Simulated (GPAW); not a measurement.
Ta:

```
Ta
1.0
    -1.65128    1.65128    1.65128
     1.65128   -1.65128    1.65128
     1.65128    1.65128   -1.65128
Ta
1
Direct
  0.00000 0.00000 0.00000
```

Program: GPAW 26.7.0. Alike in all runs: cell as given. Hardware: 1 thread of Arm Neoverse V1, on a shared host.

Order these runs on this cell by their wall time, lowest first.
A. task band structure; level r2SCAN; potentials or basis GPAW PAW data sets (gpaw-data 1.2.1), pw; spin SOC, no magnetisation; k mesh 8 × 8 × 8; cutoff (eV) 600; smearing fermi-dirac 0.05 eV; maxiter 150; band path GHNGPH,PN; band points 100; spin axis theta (degrees) 0; spin axis phi (degrees) 0; mesh quality not flagged
B. task single point; level PBE; potentials or basis GPAW PAW data sets (gpaw-data 1.2.1), pw; spin off; k mesh 11 × 11 × 11; cutoff (eV) 600; smearing gaussian 0.022 eV; maxiter 150; mesh quality not flagged
C. task single point; level LDA; potentials or basis the program's PAW data sets (release 1.2.1) made for this functional, pw; spin off; k mesh 9 × 9 × 9; cutoff (eV) 450; smearing fermi-dirac 0.05 eV; maxiter 120; mesh quality not flagged
D. task band structure; level LDA; potentials or basis the program's PAW data sets (release 1.2.1) made for this functional, pw; spin non-collinear, zero start, SOC; k mesh 5 × 5 × 5; cutoff (eV) 600; smearing fermi-dirac 0.05 eV; maxiter 150; band path GHNGPH,PN; band points 80; mesh quality coarse

C (5 s), B (12 s), A (67 s), D (760 s).

Caveats: some runs use coarse meshes; spin-orbit coupling was added after a scalar SCF, so levels and gaps hold it while energy, forces, pressure and moments don't (some runs).

Not every run made on this cell is shown here.
